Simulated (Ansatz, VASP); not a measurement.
# One calculation of C, two programs

The input INCAR:

```
SYSTEM = C
PREC     = Accurate       ! precision mode
ENCUT    = 520            ! plane-wave cutoff, eV
EDIFF    = 1E-6           ! SCF threshold, eV
ISMEAR   = 0              ! smearing method
SIGMA    = 0.05           ! smearing width, eV
LREAL    = .False.        ! projectors in reciprocal space
LASPH    = .True.         ! aspherical terms in the spheres
NELM     = 100            ! most SCF steps
ALGO     = Normal         ! electronic algorithm
ISIF     = 2              ! what is computed and relaxed
LWAVE    = .False.        ! write WAVECAR
LCHARG   = .True.         ! write CHGCAR
GGA      = PS             ! functional
LELF     = .True.         ! ELF
LVHAR    = .True.       
NBANDS   = 11             ! bands
```

KPOINTS

```
regular mesh
0
Gamma
  12 12 12
  0 0 0
```

File POSCAR:

```
C
1.0
    0.0000000000      1.6407280000      1.6407280000
    1.6407280000      0.0000000000      1.6407280000
    1.6407280000      1.6407280000      0.0000000000
C
2
Direct
    0.5000000000      0.5000000000      0.5000000000
    0.7500000000      0.7500000000      0.7500000000
```

Input for Ansatz:

```yaml
crystal:
  lattice:
    - [0.0, 1.640728, 1.640728]
    - [1.640728, 0.0, 1.640728]
    - [1.640728, 1.640728, 0.0]
  atoms:
    - { symbol: C, position: [0.5, 0.5, 0.5] }
    - { symbol: C, position: [0.75, 0.75, 0.75] }
basis:
  ecutwfc: 420
kpoints:
  mp_grid: { grid: [12, 12, 12] }
hamiltonian:
  xc: pbesol
scf:
  occupations: { method: gaussian, width: 0.05 }
output:
  forces: true
  stress: true
  eigenvalues: true
```

Change from the starting cell: strain -0.080 along x and y, -0.080 along z, atoms carried along.

Alike in both runs: task single point; functional PBEsol; k mesh 12 × 12 × 12; occupations gaussian, width 0.05 eV; no spin polarisation.

```csv
,VASP,Ansatz
version,VASP 6.6.1,Ansatz 0.2.0
potentials or method,"VASP PAW PBE potentials, release 64 (C)","scalar-relativistic, plane waves, PAW"
plane-wave cutoff (eV),520,420
valence electrons in the cell,8,8
```

|  | VASP | Ansatz | Ansatz less VASP |
| --- | --- | --- | --- |
| gap on the k mesh at the Fermi level (eV) | 4.65 | 4.66 | +0.014 |
| least direct gap on the mesh (eV) | 6.23 | 6.24 | +0.007 |
| pressure (GPa) | 167.8 | 165.4 | -2.40 |

Caveats: the cell as given lies far from equilibrium; so large a pressure means that the cell lies far from this level's equilibrium, or that cutoff or potentials fall short (VASP); the potentials were made for another functional, which shifts forces and pressure (VASP).
